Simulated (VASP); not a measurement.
# EuO (u1) (Fm-3m) in VASP: further runs

The runs below take EuO (u1) through single point, relaxation of cell and atoms, with PBE+U.

All numbers are computed with VASP 6.6.1; they aren't measurements. Logs are shortened: lines on timing, memory, paths and dates and some standing lists are left out, and cuts for length are marked.

**Measured values to compare with.**

A printed reference work, monograph reports, for a bulk crystal of EuO at 300 K: band gap 1.115 eV (optical).

The runs below are set against these values where they give the same quantity.

## 1. The cell of the first run

Symmetry: Fm-3m, No. 225, cubic system. Conventional cell: a = 5.147 Å, b = 5.147 Å, c = 5.147 Å, α = 90.00°, β = 90.00°, γ = 90.00°. Within 3.4 Å of Eu (site symmetry m-3m) lie 6 O at 2.57 Å. O (site symmetry m-3m) has 6 Eu at 2.57 Å within 3.4 Å.

## 2. Single point, PBE+U, collinear spin, ferromagnetic start

Contents of INCAR:

```
ALGO = Normal
EDIFF = 1E-6
ENCUT = 600
GGA = PE
GGA_COMPAT = F
ISIF = 2
ISMEAR = 0
ISPIN = 2
LASPH = T
LCHARG = T
LDAU = T
LDAUJ = 0 0
LDAUL = 3 -1
LDAUPRINT = 1
LDAUTYPE = 2
LDAUU = 4 0
LELF = T
LMAXMIX = 6
LORBIT = 11
LREAL = F
LVHAR = T
LWAVE = F
MAGMOM = 7.4 0
NBANDS = 22
NELM = 200
PREC = Accurate
SIGMA = 0.1
```

Contents of KPOINTS:

```
k-points
0
Gamma
  14 14 14
```

Contents of POSCAR:

```
EuO
1.0
    0.0000000000      2.5733512306      2.5733512306
    2.5733512306      0.0000000000      2.5733512306
    2.5733512306      2.5733512306      0.0000000000
Eu O
1 1
Direct
    0.0000000000      0.0000000000      0.0000000000
    0.5000000000      0.5000000000      0.5000000000
```

Potentials or basis: VASP PAW PBE potentials, release 64 (Eu, O).

Launch:

```bash
> cat potpaw_PBE.64/Eu/POTCAR potpaw_PBE.64/O/POTCAR > POTCAR
> mpirun -np 1 vasp_std > vasp.out
```

OUTCAR:

```text
EDIFF = 1E-6
   ENCUT = 600
   GGA = PE
   ISIF = 2
   ISMEAR = 0
   ISPIN = 2
   LASPH = T
   LORBIT = 11
   LREAL = F
   NELM = 200
   PREC = Accurate

 ion  position               nearest neighbor table
   1  0.000  0.000  0.000-   2 2.57   2 2.57   2 2.57   2 2.57   2 2.57   2 2.57
   2  0.500  0.500  0.500-   1 2.57   1 2.57   1 2.57   1 2.57   1 2.57   1 2.57

  LATTYP: Found a face centered cubic cell.
 ALAT       =     5.1467024612

  Lattice vectors:

 A1 = (   0.0000000000,   2.5733512306,   2.5733512306)
 A2 = (   2.5733512306,   0.0000000000,   2.5733512306)
 A3 = (   2.5733512306,   2.5733512306,   0.0000000000)

Analysis of symmetry for initial positions (statically):
=====================================================================
 Subroutine PRICEL returns:
 Original cell was already a primitive cell.

 Routine SETGRP: Setting up the symmetry group for a
 face centered cubic supercell.

 Subroutine GETGRP returns: Found 48 space group operations
 (whereof 48 operations were pure point group operations)
 out of a pool of 48 trial point group operations.

The static configuration has the point symmetry O_h .

Analysis of symmetry for dynamics (positions and initial velocities):
=====================================================================
 Subroutine PRICEL returns:
 Original cell was already a primitive cell.

 Routine SETGRP: Setting up the symmetry group for a
 face centered cubic supercell.

 Subroutine GETGRP returns: Found 48 space group operations
 (whereof 48 operations were pure point group operations)
 out of a pool of 48 trial point group operations.

The dynamic configuration has the point symmetry O_h .

Analysis of structural, dynamic, and magnetic symmetry:
=====================================================================
 Subroutine PRICEL returns:
 Original cell was already a primitive cell.

 Routine SETGRP: Setting up the symmetry group for a
 face centered cubic supercell.

 Subroutine GETGRP returns: Found 48 space group operations
 (whereof 48 operations were pure point group operations)
 out of a pool of 48 trial point group operations.

The overall configuration has the point symmetry O_h .

 Subroutine INISYM returns: Found 48 space group operations
 (whereof 48 operations are pure point group operations),
 and found     1 'primitive' translations

----------------------------------------------------------------------------------------

                                     Primitive cell

  volume of cell :      34.0822

  direct lattice vectors                    reciprocal lattice vectors
     0.000000000  2.573351231  2.573351231    -0.194299167  0.194299167  0.194299167
     2.573351231  0.000000000  2.573351231     0.194299167 -0.194299167  0.194299167
     2.573351231  2.573351231  0.000000000     0.194299167  0.194299167 -0.194299167

  length of vectors
     3.639268211  3.639268211  3.639268211     0.336536029  0.336536029  0.336536029
[... 109 lines left out ...]
   J (eV)           for each species LDAUJ =   0.0  0.0
   GGA     = PE    functional components
   LHFCALC =     F    Hartree Fock is set to
   AEXX    =    0.0000 exact exchange contribution
   IVDW    =     0    specifies the selected vdW correction
   LEPSILON=     F    determine dielectric tensor
   LRPA    =     F    only Hartree local field effects (RPA)
 spin polarized calculation
 Gauss-broadening in eV      SIGMA  =   0.10
  energy-cutoff  :      600.00
  volume of cell :       34.08
 maximum number of plane-waves:      1158
 NGX is ok and might be reduce to    30
   NGX = 15   NGY = 15   NGZ = 15

atom =   1  type =  1  l = 3

 onsite density matrix

spin component  1

  0.9651  0.0000 -0.0044 -0.0000 -0.0000  0.0000 -0.0000
  0.0000  0.9533 -0.0000 -0.0000 -0.0000  0.0000 -0.0000
 -0.0044 -0.0000  0.9673  0.0000  0.0000 -0.0000  0.0000
 -0.0000 -0.0000  0.0000  0.9617 -0.0000  0.0000 -0.0000
 -0.0000 -0.0000  0.0000 -0.0000  0.9673 -0.0000  0.0044
  0.0000  0.0000 -0.0000  0.0000 -0.0000  0.9707  0.0000
 -0.0000 -0.0000  0.0000 -0.0000  0.0044  0.0000  0.9651

spin component  2

  0.0036 -0.0000  0.0017 -0.0000 -0.0000  0.0000 -0.0000
 -0.0000  0.0000 -0.0000  0.0000  0.0000 -0.0000 -0.0000
  0.0017 -0.0000  0.0028  0.0000  0.0000 -0.0000  0.0000
 -0.0000  0.0000  0.0000  0.0050  0.0000 -0.0000 -0.0000
 -0.0000  0.0000  0.0000  0.0000  0.0028  0.0000 -0.0017
  0.0000 -0.0000 -0.0000 -0.0000  0.0000  0.0014  0.0000
 -0.0000 -0.0000  0.0000 -0.0000 -0.0017  0.0000  0.0036

 occupancies and eigenvectors

  o =  0.0000  v =  0.0000  0.0000  0.0000  0.0000  0.0000  0.0000  0.0000 -0.0000 -1.0000  0.0000  0.0000  0.0000 -0.0000 -0.0000      0.0000  0.0000  0.0000  0.0000  0.0000  0.0000  0.0000  0.0000  0.0000  0.0000  0.0000  0.0000  0.0000  0.0000
  o =  0.0014  v =  0.0000  0.0000  0.0000  0.0000  0.0000  0.0000  0.0000  0.0084  0.0000 -0.0109 -0.0000  0.7905 -0.0026  0.6123      0.0000  0.0000  0.0000  0.0000  0.0000  0.0000  0.0000  0.0000  0.0000  0.0000  0.0000  0.0000  0.0000  0.0000
  o =  0.0014  v =  0.0000  0.0000  0.0000  0.0000  0.0000  0.0000  0.0000 -0.6123  0.0000  0.7905 -0.0000  0.0109  0.0033  0.0085      0.0000  0.0000  0.0000  0.0000  0.0000  0.0000  0.0000  0.0000  0.0000  0.0000  0.0000  0.0000  0.0000  0.0000
  o =  0.0014  v =  0.0000  0.0000  0.0000  0.0000  0.0000  0.0000  0.0000  0.0020 -0.0000 -0.0026  0.0000  0.0020  1.0000  0.0016      0.0000  0.0000  0.0000  0.0000  0.0000  0.0000  0.0000  0.0000  0.0000  0.0000  0.0000  0.0000  0.0000  0.0000
  o =  0.0050  v =  0.0000  0.0000  0.0000  0.0000  0.0000  0.0000  0.0000  0.0006  0.0000  0.0005  1.0000 -0.0001 -0.0000  0.0001      0.0000  0.0000  0.0000  0.0000  0.0000  0.0000  0.0000  0.0000  0.0000  0.0000  0.0000  0.0000  0.0000  0.0000
  o =  0.0050  v =  0.0000  0.0000  0.0000  0.0000  0.0000  0.0000  0.0000  0.7906 -0.0000  0.6124 -0.0008 -0.0008  0.0000  0.0010      0.0000  0.0000  0.0000  0.0000  0.0000  0.0000  0.0000  0.0000  0.0000  0.0000  0.0000  0.0000  0.0000  0.0000
  o =  0.0050  v =  0.0000  0.0000  0.0000  0.0000  0.0000  0.0000  0.0000 -0.0010 -0.0000 -0.0008 -0.0001 -0.6124  0.0000  0.7906      0.0000  0.0000  0.0000  0.0000  0.0000  0.0000  0.0000  0.0000  0.0000  0.0000  0.0000  0.0000  0.0000  0.0000
  o =  0.9533  v = -0.0000 -1.0000 -0.0000 -0.0000  0.0000  0.0000 -0.0000  0.0000  0.0000  0.0000  0.0000  0.0000  0.0000  0.0000      0.0000  0.0000  0.0000  0.0000  0.0000  0.0000  0.0000  0.0000  0.0000  0.0000  0.0000  0.0000  0.0000  0.0000
  o =  0.9617  v =  0.0003  0.0000  0.0002 -0.9958  0.0558 -0.0000 -0.0721  0.0000  0.0000  0.0000  0.0000  0.0000  0.0000  0.0000      0.0000  0.0000  0.0000  0.0000  0.0000  0.0000  0.0000  0.0000  0.0000  0.0000  0.0000  0.0000  0.0000  0.0000
  o =  0.9617  v =  0.7906 -0.0000  0.6124  0.0007  0.0021  0.0000 -0.0027  0.0000  0.0000  0.0000  0.0000  0.0000  0.0000  0.0000      0.0000  0.0000  0.0000  0.0000  0.0000  0.0000  0.0000  0.0000  0.0000  0.0000  0.0000  0.0000  0.0000  0.0000
  o =  0.9617  v = -0.0028  0.0000 -0.0022  0.0911  0.6098  0.0000 -0.7873  0.0000  0.0000  0.0000  0.0000  0.0000  0.0000  0.0000      0.0000  0.0000  0.0000  0.0000  0.0000  0.0000  0.0000  0.0000  0.0000  0.0000  0.0000  0.0000  0.0000  0.0000
  o =  0.9707  v = -0.0007  0.0000  0.0010 -0.0000  0.0903  0.9935  0.0699  0.0000  0.0000  0.0000  0.0000  0.0000  0.0000  0.0000      0.0000  0.0000  0.0000  0.0000  0.0000  0.0000  0.0000  0.0000  0.0000  0.0000  0.0000  0.0000  0.0000  0.0000
  o =  0.9707  v =  0.6123  0.0000 -0.7905  0.0000 -0.0067  0.0022 -0.0052  0.0000  0.0000  0.0000  0.0000  0.0000  0.0000  0.0000      0.0000  0.0000  0.0000  0.0000  0.0000  0.0000  0.0000  0.0000  0.0000  0.0000  0.0000  0.0000  0.0000  0.0000
  o =  0.9707  v = -0.0053  0.0000  0.0068  0.0000 -0.7854  0.1142 -0.6083  0.0000  0.0000  0.0000  0.0000  0.0000  0.0000  0.0000      0.0000  0.0000  0.0000  0.0000  0.0000  0.0000  0.0000  0.0000  0.0000  0.0000  0.0000  0.0000  0.0000  0.0000

 number of electron      22.9999999 magnetization       6.9999954

 Free energy of the ion-electron system (eV)
  ---------------------------------------------------
  ext. energy  EPLUGINS =         0.00000000
  ---------------------------------------------------
  free energy    TOTEN  =       -21.36447075 eV

  energy without entropy =      -21.36311607  energy(sigma->0) =      -21.36379341

 E-fermi :   4.1048     XC(G=0): -10.7808

 val. band max:        4.1002901522   @ k =   0.0000   0.0000   0.0000
 cond. band min:       4.1085758308   @ k =   0.5000   0.4286   0.0000
 fundamental gap:      0.0082856787
 Fermi energy:         4.1047770701

 spin component 1

 k-point     1 :       0.0000    0.0000    0.0000
  band No.  band energies     occupation
      1     -36.2604      1.00000
      2     -14.7849      1.00000
      3     -14.7849      1.00000
      4     -14.7849      1.00000
      5     -13.9962      1.00000
      6       0.7375      1.00000
[... 1193 lines left out ...]
     21      12.5975      0.00000
     22      19.1753      0.00000

 [... further k-points ...]
[... 5 lines left out ...]
  --------------------------------------------------------------------------------------
  -------------------------------------------------------------------------------------
  Total       -0.1441275     -0.1441275     -0.1441275     -0.0000000     -0.0000000      0.0000000
  in kB       -6.7753257     -6.7753257     -6.7753257     -0.0000000     -0.0000000      0.0000000
  external PRESSURE =      -6.7753257 kB  Pullay stress =       0.0000000 kB

 VOLUME and BASIS-vectors are now :
 -----------------------------------------------------------------------------
  energy-cutoff  :      600.00
  volume of cell :       34.08
      direct lattice vectors                 reciprocal lattice vectors
     0.000000000  2.573351231  2.573351231    -0.194299167  0.194299167  0.194299167
     2.573351231  0.000000000  2.573351231     0.194299167 -0.194299167  0.194299167
     2.573351231  2.573351231  0.000000000     0.194299167  0.194299167 -0.194299167

 POSITION                                       TOTAL-FORCE (eV/Angst)
 -----------------------------------------------------------------------------------
      0.00000      0.00000      0.00000        -0.000000     -0.000000     -0.000000
      2.57335      2.57335      2.57335         0.000000      0.000000      0.000000
 -----------------------------------------------------------------------------------
    total drift:                                0.000000      0.000000      0.000000

  FREE ENERGIE OF THE ION-ELECTRON SYSTEM (eV)
  ---------------------------------------------------
  free  energy   TOTEN  =       -21.3644707511 eV

  energy  without entropy=      -21.3631160720  energy(sigma->0) =      -21.36379341

 total charge

# of ion       s       p       d       f       tot
--------------------------------------------------
    1        2.032   5.790   0.325   6.761  14.909
    2        1.551   3.403   0.000   0.000   4.954
--------------------------------------------------
tot          3.583   9.193   0.325   6.761  19.863

 magnetization (x)

# of ion       s       p       d       f       tot
--------------------------------------------------
    1       -0.014  -0.111   0.093   6.724   6.692
    2       -0.005  -0.094   0.000   0.000  -0.098
--------------------------------------------------
tot         -0.018  -0.205   0.093   6.724   6.593
```

It took 3 min on 1 thread of AMD EPYC 9R45 (Zen 5), shared host; peak memory 0.29 GiB.

What came out:

```
Free energy                                           : -21.3645 eV
Pressure                                              : -0.7 GPa
Band gap on the k mesh                                : zero (filled and empty bands overlap)
Net moment                                            : 7.00 μB per cell
Site moments                                          : Eu +6.69; O -0.10 μB
Valence electrons inside the program's atomic spheres : Eu 14.91; O 4.95
```

Levels at points of the mesh, in eV from the Fermi level:
Spin up:
| k point | band 11 | band 12 | band 13 | band 14 | band 15 | band 16 | band 17 | band 18 | band 19 | band 20 |
| --- | --- | --- | --- | --- | --- | --- | --- | --- | --- | --- |
| (0.00, 0.00, 0.00) | -0.43 | -0.43 | 0.00 | 0.00 | 0.00 | 0.34 | 2.39 | 2.39 | 2.39 | 4.64 |
| (0.50, 0.00, 0.00) | -0.67 | -0.44 | -0.44 | -0.42 | -0.42 | 2.97 | 5.13 | 5.13 | 5.45 | 8.41 |
| (0.50, 0.50, 0.00) | -0.54 | -0.54 | -0.54 | -0.43 | -0.15 | -0.15 | 4.14 | 6.52 | 7.29 | 7.40 |
Spin down:
| k point | band 5 | band 6 | band 7 | band 8 | band 9 | band 10 | band 11 | band 12 |
| --- | --- | --- | --- | --- | --- | --- | --- | --- |
| (0.00, 0.00, 0.00) | -16.57 | -3.11 | -3.11 | -3.11 | 1.24 | 3.41 | 3.41 | 3.41 |
| (0.50, 0.00, 0.00) | -15.54 | -5.17 | -4.23 | -4.23 | 3.68 | 5.69 | 6.20 | 6.20 |
| (0.50, 0.50, 0.00) | -17.01 | -3.18 | -3.07 | -3.07 | 0.39 | 5.05 | 6.90 | 7.75 |

Eigenvalues of the final occupation matrices:
| site | spin | trace | eigenvalues |
| --- | --- | --- | --- |
| site 1 f | 1 | 6.75 | 0.95 0.96 0.96 0.96 0.97 0.97 0.97 |
| site 1 f | 2 | 0.02 | 0.00 0.00 0.00 0.00 0.00 0.00 0.01 |

Caveat: spin-orbit coupling is left out, which moves the levels of the heavy elements; a cell with one magnetic atom can't hold antiferromagnetic order, which such compounds often take.

## 3. Relaxation of cell and atoms, PBE+U, collinear spin, ferromagnetic start

Contents of INCAR:

```
SYSTEM = EuO
PREC = Accurate
ENCUT = 600
EDIFF = 1E-7
ISMEAR = 0
SIGMA = 0.1
LREAL = .FALSE.
LASPH = .TRUE.
NELM = 200
ALGO = Normal
ISIF = 3
LWAVE = .FALSE.
LCHARG = .FALSE.
ISPIN = 2
MAGMOM = 7.4 0
LORBIT = 11
LMAXMIX = 6
LDAU = .TRUE.
LDAUTYPE = 2
LDAUL = 3 -1
LDAUU = 4 0
LDAUJ = 0 0
LDAUPRINT = 1
GGA = PE
IBRION = 2
NSW = 100
EDIFFG = -0.002
GGA_COMPAT = .FALSE.
NELMIN = 4
```

Contents of KPOINTS:

```
regular mesh
0
G
  14 14 14
  0 0 0
```

Contents of POSCAR:

```
EuO
1.0
    0.0000000000      2.5719500000      2.5719500000
    2.5719500000      0.0000000000      2.5719500000
    2.5719500000      2.5719500000      0.0000000000
Eu O
1 1
Direct
    0.0000000000      0.0000000000      0.0000000000
    0.5000000000      0.5000000000      0.5000000000
```

Potentials or basis: VASP PAW PBE potentials, release 64 (Eu, O).

Launch:

```bash
> cat potpaw_PBE.64/Eu/POTCAR potpaw_PBE.64/O/POTCAR > POTCAR
> mpirun -np 1 vasp_std > vasp.out
```

Run time: 6.3 min. Hardware: 1 thread of AMD EPYC 9R45 (Zen 5), shared host; peak memory 0.28 GiB.

It converged, with:

* Free energy: -21.3650 eV
* Relaxed volume: 16.91 Å³/atom
* Relaxed cell: a = 3.630 Å, b = 3.630 Å, c = 3.630 Å, α = 60.00°, β = 60.00°, γ = 60.00°
* Space group after relaxing (to 0.05 Å): Fm-3m (No. 225)
* Energy gained by relaxing: 0.2 meV/atom
* Ionic steps: 3
* Pressure after relaxing: 0.0 GPa
* Band gap on the k mesh: zero (filled and empty bands overlap)
* Net moment: 7.00 μB per cell
* Site moments: Eu +6.69; O -0.10 μB
* Valence electrons inside the program's atomic spheres: Eu 14.91; O 4.96

The path:
```tsv
step	energy change (eV)	largest force (eV/Å)	pressure (GPa)	volume (Å³)
1	0.0000	0.0000	-0.53	34.03
2	-0.0003	0.0000	0.17	33.75
3	-0.0004	0.0000	0.00	33.81
```

Final structure:
```xyz
2
Lattice="0.0000 2.5665 2.5665 2.5665 0.0000 2.5665 2.5665 2.5665 0.0000" Properties=species:S:1:pos:R:3 pbc="T T T"
Eu    0.0000    0.0000    0.0000
O     2.5665    2.5665    2.5665
```

Levels at points of the mesh, in eV from the Fermi level:
Spin up:
| k point | band 13 | band 14 | band 15 | band 16 | band 17 | band 18 |
| --- | --- | --- | --- | --- | --- | --- |
| (0.00, 0.00, 0.00) | 0.00 | 0.00 | 0.00 | 0.37 | 2.39 | 2.39 |
| (0.50, 0.00, 0.00) | -0.45 | -0.43 | -0.42 | 2.98 | 5.15 | 5.15 |
| (0.50, 0.50, 0.00) | -0.55 | -0.43 | -0.15 | -0.15 | 4.17 | 6.55 |
Spin down:
```csv
k point,band 6,band 7,band 8,band 9,band 10,band 11
"(0.00, 0.00, 0.00)",-3.14,-3.14,-3.14,1.28,3.41,3.41
"(0.50, 0.00, 0.00)",-5.20,-4.27,-4.27,3.69,5.71,6.23
"(0.50, 0.50, 0.00)",-3.18,-3.09,-3.09,0.36,5.09,6.92
```

Eigenvalues of the final occupation matrices:
```
    site  spin  trace                         eigenvalues
site 1 f     1   6.75  0.95 0.96 0.96 0.96 0.97 0.97 0.97
site 1 f     2   0.02  0.00 0.00 0.00 0.00 0.01 0.01 0.01
```

Caveat: spin-orbit coupling is left out, which moves the levels of the heavy elements; a cell with one magnetic atom can't hold antiferromagnetic order, which such compounds often take. The state reached can hang on the start; a lower one may exist.

## 4. How close it comes

Step 2. Against the measured gap of EuO, 1.115 eV (optical; 300 K; a printed reference work, monograph), the calculated 0.00 eV is off by -1.11 eV. So large a miss can be the level of theory's own, or it may mean another phase, state or a wrong row. Spin-orbit coupling on Eu is left out. The value is that of PBE+U on a finite k mesh, which can miss the band edges, without temperature or zero-point motion. The run's magnetic order (collinear spin, ferromagnetic start) needn't be the measured crystal's.
